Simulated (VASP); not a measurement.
# HgTe (Coloradoite) (F-43m) in VASP: notebook

The runs below take HgTe (Coloradoite) through relaxation of cell and atoms, with vdW-DF2, optB86b-vdW, BEEF-vdW, vdW-DF, optB88-vdW.

All numbers are computed with VASP 6.6.1; they aren't measurements. Logs are shortened: lines on timing, memory, paths and dates and some standing lists are left out, and cuts for length are marked.

### Step 1. The crystal as given

The structure is cubic, space group F-43m (No. 216). Conventional cell: a = 6.429 Å, b = 6.429 Å, c = 6.429 Å, α = 90.00°, β = 90.00°, γ = 90.00°. Around Hg (site symmetry -43m) lie 4 Te at 2.78 Å. Te (site symmetry -43m) is surrounded by 4 Hg at 2.78 Å.

### Step 2. Relaxation of cell and atoms, vdW-DF2

File INCAR:

```
SYSTEM = HgTe
  AGGAC = 0.0
  ALGO = Normal
  EDIFF = 1E-7
  EDIFFG = -0.01
  ENCUT = 600
  GGA = ML
  IBRION = 2
  ISIF = 3
  ISMEAR = -1
  LASPH = .True.
  LCHARG = .False.
  LREAL = .False.
  LUSE_VDW = .True.
  LWAVE = .False.
  NELM = 80
  NSW = 40
  PREC = Accurate
  SIGMA = 0.05
  ZAB_VDW = -1.8867
```

File KPOINTS:

```
k-points
0
Gamma
  7 7 7
  0 0 0
```

File POSCAR:

```
HgTe
1.0
    0.0000000000      3.2145000000      3.2145000000
    3.2145000000      0.0000000000      3.2145000000
    3.2145000000      3.2145000000      0.0000000000
Hg Te
1 1
Direct
    0.0000000000      0.0000000000      0.0000000000
    0.7500000000      0.7500000000      0.7500000000
```

Potentials or basis: VASP PAW PBE potentials, release 64 (Hg, Te).

The run is started by

```bash
$ cat potpaw_PBE.64/Hg/POTCAR potpaw_PBE.64/Te/POTCAR > POTCAR
$ mpirun -np 1 vasp_std > vasp.out
```

OUTCAR:

```text
SYSTEM = HgTe
   EDIFF = 1E-7
   EDIFFG = -0.01
   ENCUT = 600
   GGA = ML
   IBRION = 2
   ISIF = 3
   ISMEAR = -1
   LASPH = .True.
   LREAL = .False.
   NELM = 80
   NSW = 40
   PREC = Accurate

 ion  position               nearest neighbor table
   1  0.000  0.000  0.000-   2 2.78   2 2.78   2 2.78   2 2.78
   2  0.750  0.750  0.750-   1 2.78   1 2.78   1 2.78   1 2.78

  LATTYP: Found a face centered cubic cell.
 ALAT       =     6.4290000000

  Lattice vectors:

 A1 = (   0.0000000000,   3.2145000000,   3.2145000000)
 A2 = (   3.2145000000,   0.0000000000,   3.2145000000)
 A3 = (   3.2145000000,   3.2145000000,   0.0000000000)

Analysis of symmetry for initial positions (statically):
=====================================================================
 Subroutine PRICEL returns:
 Original cell was already a primitive cell.

 Routine SETGRP: Setting up the symmetry group for a
 face centered cubic supercell.

 Subroutine GETGRP returns: Found 24 space group operations
 (whereof 24 operations were pure point group operations)
 out of a pool of 48 trial point group operations.

The static configuration has the point symmetry T_d .

Analysis of symmetry for dynamics (positions and initial velocities):
=====================================================================
 Subroutine PRICEL returns:
 Original cell was already a primitive cell.

 Routine SETGRP: Setting up the symmetry group for a
 face centered cubic supercell.

 Subroutine GETGRP returns: Found 24 space group operations
 (whereof 24 operations were pure point group operations)
 out of a pool of 48 trial point group operations.

The dynamic configuration has the point symmetry T_d .

 Subroutine INISYM returns: Found 24 space group operations
 (whereof 24 operations are pure point group operations),
 and found     1 'primitive' translations

----------------------------------------------------------------------------------------

                                     Primitive cell

  volume of cell :      66.4309

  direct lattice vectors                    reciprocal lattice vectors
     0.000000000  3.214500000  3.214500000    -0.155545186  0.155545186  0.155545186
     3.214500000  0.000000000  3.214500000     0.155545186 -0.155545186  0.155545186
     3.214500000  3.214500000  0.000000000     0.155545186  0.155545186 -0.155545186

  length of vectors
     4.545989496  4.545989496  4.545989496     0.269412165  0.269412165  0.269412165

  position of ions in fractional coordinates (direct lattice)
     0.000000000  0.000000000  0.000000000
     0.750000000  0.750000000  0.750000000

  ion indices of the primitive-cell ions
   primitive index   ion index
                 1           1
                 2           2

----------------------------------------------------------------------------------------

 KPOINTS: k-points

Automatic generation of k-mesh.
 Grid dimensions read from file:
 generate k-points for:    7    7    7

 Generating k-lattice:

  Cartesian coordinates                     Fractional coordinates (reciprocal lattice)
    -0.022220741  0.022220741  0.022220741     0.142857143  0.000000000  0.000000000
     0.022220741 -0.022220741  0.022220741     0.000000000  0.142857143  0.000000000
     0.022220741  0.022220741 -0.022220741     0.000000000  0.000000000  0.142857143

  Length of vectors
     0.038487452  0.038487452  0.038487452

  Shift w.r.t. Gamma in fractional coordinates (k-lattice)
     0.000000000  0.000000000  0.000000000

 Subroutine IBZKPT returns following result:
 ===========================================

 Found     20 irreducible k-points:

 Following reciprocal coordinates:
            Coordinates               Weight
  0.000000  0.000000  0.000000      1.000000
  0.142857  0.000000  0.000000      8.000000
  0.285714  0.000000  0.000000      8.000000
  0.428571  0.000000  0.000000      8.000000
  0.142857  0.142857  0.000000      6.000000
  0.285714  0.142857  0.000000     24.000000
[... 12 lines left out ...]
 -0.428571  0.428571  0.142857     24.000000
 -0.285714  0.428571  0.142857     24.000000
   k-points           NKPTS =     20   k-points in BZ     NKDIM =     20   number of bands    NBANDS=     13
   number of dos      NEDOS =    301   number of ions     NIONS =      2
   total plane-waves  NPLWV =  46656
   dimension x,y,z NGX =    36 NGY =   36 NGZ =   36
   dimension x,y,z NGXF=    72 NGYF=   72 NGZF=   72
   ions per type =               1   1
   NGX,Y,Z   is equivalent  to a cutoff of  13.17, 13.17, 13.17 a.u.
   NGXF,Y,Z  is equivalent  to a cutoff of  26.33, 26.33, 26.33 a.u.
 SYSTEM =  HgTe
   PREC   = accura    normal or accurate (medium, high low for compatibility)
   ISTART =      0    job   : 0-new  1-cont  2-samecut
   ICHARG =      2    charge: 1-file 2-atom 10-const
   ISPIN  =      1    spin polarized calculation?
   LNONCOLLINEAR =      F non collinear calculations
   LSORBIT =      F    spin-orbit coupling
   LASPH  =      T    aspherical Exc in radial PAW
   ENCUT  =  600.0 eV  44.10 Ry    6.64 a.u.   9.08  9.08  9.08*2*pi/ulx,y,z
   NELM   =     80;   NELMIN=  2; NELMDL= -5     # of ELM steps
   EDIFF  = 0.1E-06   stopping-criterion for ELM
   LREAL  =      F    real-space projection
   EDIFFG = -.1E-01   stopping-criterion for IOM
   NSW    =     40    number of steps for IOM
   IBRION =      2    ionic relax: 0-MD 1-quasi-New 2-CG
   NFREE  =      1    steps in history (QN), initial steepest desc. (CG)
   ISIF   =      3    stress and relaxation
   ISYM   =      2    0-nonsym 1-usesym 2-fastsym
   POTIM  = 0.5000    time-step for ionic-motion
   TEBEG  =    0.0;   TEEND  =   0.0 temperature during run
   PSTRESS=    0.0 pullay stress
   NELECT =      18.0000    total number of electrons
   NUPDOWN=      -1.0000    fix difference up-down
   EMIN   =  10.00;   EMAX   =-10.00  energy-range for DOS
   EFERMI =   0.00;   METHOD = LEGACY
   ISMEAR =    -1;   SIGMA  =   0.05  broadening in eV -4-tet -1-fermi 0-gaus
   EFERMI_NEDOS =   21; number of points for ismear=-14 and -15
   IALGO  =     38    algorithm
   IMIX   =      4    mixing-type and parameters
     AMIX     =   0.40;   BMIX     =  1.00
     AMIX_MAG =   1.60;   BMIX_MAG =  1.00
  volume/ion in A,a.u.               =      33.22       224.15
  Fermi-wavevector in a.u.,A,eV,Ry     =   1.059357  2.001894 15.268958  1.122237
  Thomas-Fermi vector in A             =   2.194699
   LORBIT       =      0    0 simple, 1 ext, 2 COOP (PROOUT), +10 PAW based schemes
   GGA     = ML    functional components
   LHFCALC =     F    Hartree Fock is set to
   AEXX    =    0.0000 exact exchange contribution
   IVDW_NL    =     1    kernel type
   BPARAM     = 6.3000
   IVDW    =     0    specifies the selected vdW correction
   LEPSILON=     F    determine dielectric tensor
   LRPA    =     F    only Hartree local field effects (RPA)
 conjugate gradient relaxation of ions
 non-spin polarized calculation
  energy-cutoff  :      600.00
  volume of cell :       66.43
 maximum number of plane-waves:      2239
   NGX = 19   NGY = 19   NGZ = 19

--------------------------------------- Ionic step        1  -------------------------------------------

 number of electron      18.0000000 magnetization

 Free energy of the ion-electron system (eV)
  ---------------------------------------------------
  ext. energy  EPLUGINS =         0.00000000
  ---------------------------------------------------
  free energy    TOTEN  =         1.74258525 eV

  energy without entropy =        1.74327884  energy(sigma->0) =        1.74293205

------------------------ aborting loop because EDIFF is reached ----------------------------------------

  FORCE on cell =-STRESS in cart. coord.  units (eV):
  Direction    XX          YY          ZZ          XY          YZ          ZX
  --------------------------------------------------------------------------------------
  -------------------------------------------------------------------------------------
  Total        3.9277705      3.9277705      3.9277705      0.0000000     -0.0000000      0.0000000
  in kB       94.7297530     94.7297530     94.7297530      0.0000000     -0.0000000      0.0000000
  external PRESSURE =      94.7297530 kB  Pullay stress =       0.0000000 kB

 VOLUME and BASIS-vectors are now :
 -----------------------------------------------------------------------------
  energy-cutoff  :      600.00
  volume of cell :       66.43
      direct lattice vectors                 reciprocal lattice vectors
     0.000000000  3.214500000  3.214500000    -0.155545186  0.155545186  0.155545186
     3.214500000  0.000000000  3.214500000     0.155545186 -0.155545186  0.155545186
     3.214500000  3.214500000  0.000000000     0.155545186  0.155545186 -0.155545186
[... 84 lines left out ...]
  FREE ENERGIE OF THE ION-ELECTRON SYSTEM (eV)
  ---------------------------------------------------
  free  energy   TOTEN  =         1.3702425886 eV

  energy  without entropy=        1.3712246964  energy(sigma->0) =        1.37073364

Total vdW correction in eV:      3.4516493

--------------------------------------- Ionic step        4  -------------------------------------------

 number of electron      18.0000001 magnetization

 Free energy of the ion-electron system (eV)
  ---------------------------------------------------
  ext. energy  EPLUGINS =         0.00000000
  ---------------------------------------------------
  free energy    TOTEN  =         1.37015171 eV

  energy without entropy =        1.37114086  energy(sigma->0) =        1.37064628

 E-fermi :   1.3413     XC(G=0):  -8.0359

 val. band max:        1.2799129814   @ k =   0.0000   0.0000   0.0000
 cond. band min:       1.7098566302   @ k =   0.1429   0.0000   0.0000
 fundamental gap:      0.4299436489
 Fermi energy:         1.3413456977

 k-point     1 :       0.0000    0.0000    0.0000
  band No.  band energies     occupation
      1      -9.6009      2.00000
      2      -5.1516      2.00000
      3      -5.1516      2.00000
      4      -5.1516      2.00000
      5      -4.8333      2.00000
      6      -4.8333      2.00000
      7      -0.0749      2.00000
      8       1.2799      1.54717
      9       1.2799      1.54717
     10       1.2799      1.54717
     11       5.7431      0.00000
     12       5.7431      0.00000
     13       5.7431      0.00000

 k-point     2 :       0.1429    0.0000    0.0000
  band No.  band energies     occupation
      1      -9.5374      2.00000
      2      -5.1347      2.00000
      3      -5.1347      2.00000
      4      -5.1147      2.00000
      5      -4.8344      2.00000
      6      -4.8344      2.00000
      7      -0.8497      2.00000
      8       1.1389      1.96569
      9       1.1389      1.96569
     10       1.7099      0.00126
     11       5.4979      0.00000
[... 310 lines left out ...]
 POSITION                                       TOTAL-FORCE (eV/Angst)
 -----------------------------------------------------------------------------------
      3.44950      3.44950      6.89900         0.000000      0.000000      0.000000
      5.17425      5.17425      5.17425        -0.000000     -0.000000     -0.000000
 -----------------------------------------------------------------------------------
    total drift:                               -0.000000     -0.000000     -0.000000

  FREE ENERGIE OF THE ION-ELECTRON SYSTEM (eV)
  ---------------------------------------------------
  free  energy   TOTEN  =         1.3701517066 eV

  energy  without entropy=        1.3711408611  energy(sigma->0) =        1.37064628

Total vdW correction in eV:      3.4563044

 reached required accuracy - stopping structural energy minimisation
```

Run time: 3.8 min. Hardware: 1 thread of Intel Xeon 6975P-C (Granite Rapids), shared host; peak memory 0.48 GiB.

Results:

```yaml
Free_energy: 1.3702 eV
Relaxed_volume: 41.05 Å³/atom
Relaxed_cell: a = 4.878 Å, b = 4.878 Å, c = 4.878 Å, α = 60.00°, β = 60.00°, γ = 60.00°
Space_group_after_relaxing_to_0.05_Å: F-43m (No. 216)
Energy_gained_by_relaxing: 186.2 meV/atom
Ionic_steps: 4
Pressure_after_relaxing: 0.0 GPa
Band_gap_on_the_k_mesh: none (metal or under the smearing width)
```

Step by step:
| step | energy change (eV) | largest force (eV/Å) | pressure (GPa) | volume (Å³) |
| --- | --- | --- | --- | --- |
| 1 | 0.0000 | 0.0000 | 9.47 | 66.43 |
| 2 | -0.3497 | 0.0000 | -1.34 | 87.16 |
| 3 | -0.3723 | 0.0000 | 0.10 | 81.75 |
| 4 | -0.3724 | 0.0000 | -0.01 | 82.09 |

Final structure:
```yaml
crystal:
  lattice:
    - [0.00000, 3.44950, 3.44950]
    - [3.44950, 0.00000, 3.44950]
    - [3.44950, 3.44950, 0.00000]
  atoms:
    - { symbol: Hg, position: [0.00000, 0.00000, 0.00000] }
    - { symbol: Te, position: [0.75000, 0.75000, 0.75000] }
```

Caveat: the volume moved by over 15 % at a fixed basis, so the end points are rough; the PAW data sets were made with another functional, which shifts forces and pressure a little; the volume moved by +24 % from the deposited cell, more than functionals usually miss.

### Step 3. Relaxation of cell and atoms, optB86b-vdW

File INCAR:

```
PREC = Accurate
ENCUT = 600
EDIFF = 1E-6
ISMEAR = -1
SIGMA = 0.05
LREAL = False
LASPH = True
NELM = 60
ALGO = Fast
ISIF = 3
LWAVE = False
LCHARG = False
GGA = MK
LUSE_VDW = True
AGGAC = 0.0
PARAM1 = 0.1234
PARAM2 = 1.0
IBRION = 2
NSW = 60
EDIFFG = -0.02
```

File KPOINTS:

```
regular mesh
0
Gamma
  7 7 7
```

POSCAR is that of step 2.

Potentials or basis: VASP PAW PBE potentials, release 64 (Hg, Te).

The run is started by

```bash
$ cat potpaw_PBE.64/Hg/POTCAR potpaw_PBE.64/Te/POTCAR > POTCAR
$ mpirun -np 1 vasp_std > vasp.out
```

It took 2.4 min on 1 thread of Intel Xeon 6975P-C (Granite Rapids), shared host; peak memory 0.47 GiB.

Results (log left out):

```
Free energy                            : 0.9495 eV
Relaxed volume                         : 35.71 Å³/atom
Relaxed cell                           : a = 4.657 Å, b = 4.657 Å, c = 4.657 Å, α = 60.00°, β = 60.00°, γ = 60.00°
Space group after relaxing (to 0.05 Å) : F-43m (No. 216)
Energy gained by relaxing              : 24.5 meV/atom
Ionic steps                            : 3
Pressure after relaxing                : 0.0 GPa
Band gap on the k mesh                 : none (metal or under the smearing width)
```

Step by step:
```
step  energy change (eV)  largest force (eV/Å)  pressure (GPa)  volume (Å³)
   1              0.0000                0.0000            3.38        66.43
   2             -0.0428                0.0000           -0.98        73.40
   3             -0.0490                0.0000            0.01        71.41
```

Final structure:
```cif
data_structure
_symmetry_space_group_name_H-M 'P 1'
_symmetry_Int_Tables_number 1
_cell_length_a 4.6569
_cell_length_b 4.6569
_cell_length_c 4.6569
_cell_angle_alpha 60.000
_cell_angle_beta 60.000
_cell_angle_gamma 60.000
_cell_volume 71.41
loop_
_atom_site_label
_atom_site_type_symbol
_atom_site_fract_x
_atom_site_fract_y
_atom_site_fract_z
_atom_site_occupancy
Hg1 Hg 0.00000 0.00000 0.00000 1
Te1 Te 0.75000 0.75000 0.75000 1
```

Levels at points of the mesh, in eV from the Fermi level:
```csv
k point,band 6,band 7,band 8,band 9,band 10,band 11,band 12,band 13
"(0.00, 0.00, 0.00)",-6.63,-0.99,-0.05,-0.05,-0.05,4.25,4.25,4.25
```

Caveat: the PAW data sets were made with another functional, which shifts forces and pressure a little. Zero-point motion and thermal expansion aren't in these numbers.

(Continued in part 2 of 2.)
